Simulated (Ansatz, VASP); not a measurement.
# Bi, level by level in two programs

```
Bi
1.0
    -1.94098    1.94098    1.94098
     1.94098   -1.94098    1.94098
     1.94098    1.94098   -1.94098
Bi
1
Direct
  0.00000 0.00000 0.00000
```

This isn't the form of Bi at room conditions, which is rhombohedral.

Single points on this cell with VASP 6.6.1 and Ansatz 0.2.0. Each row is one pair of runs. Alike in all rows: spin: off; k mesh: 9 × 9 × 9; smearing: fermi-dirac, width 0.05 eV.

```csv
level,"VASP's potentials, cutoff","Ansatz's potentials, cutoff","gap on the k mesh at the Fermi level (eV), VASP","gap on the k mesh at the Fermi level (eV), Ansatz","pressure (GPa), VASP","pressure (GPa), Ansatz"
LDA,"VASP PAW LDA potentials, release 64 (Bi_d), 520 eV","Ansatz PAW, 420 eV",none,none,0.3,0.2
r2SCAN,"VASP PAW PBE potentials, release 64 (Bi_d), 520 eV","Ansatz PAW, 500 eV",none,none,4.0,4.1
BLYP,"VASP PAW PBE potentials, release 64 (Bi_d), 520 eV","Ansatz PAW, 420 eV",none,none,9.8,9.6
r2SCAN+D3(BJ),"VASP PAW PBE potentials, release 64 (Bi_d), 520 eV","Ansatz PAW, 500 eV",none,none,2.6,2.6
```

Pressure (GPa): the two programs differ by at most 0.19.

A gap of «none» marks a metal or a gap that the smearing closes.

Caveats: spin-orbit coupling is left out, which moves the levels of the heavy elements; pairwise dispersion overbinds metals, which lowers pressure and volume (some rows); the PAW data sets were made with another functional, which shifts forces and pressure a little (VASP); the PAW data sets come from PBE, with cores solved anew for the run's functional, which leaves a small shift of forces and pressure (Ansatz); the dispersion damping was fitted for another functional or another form of the correction (Ansatz).
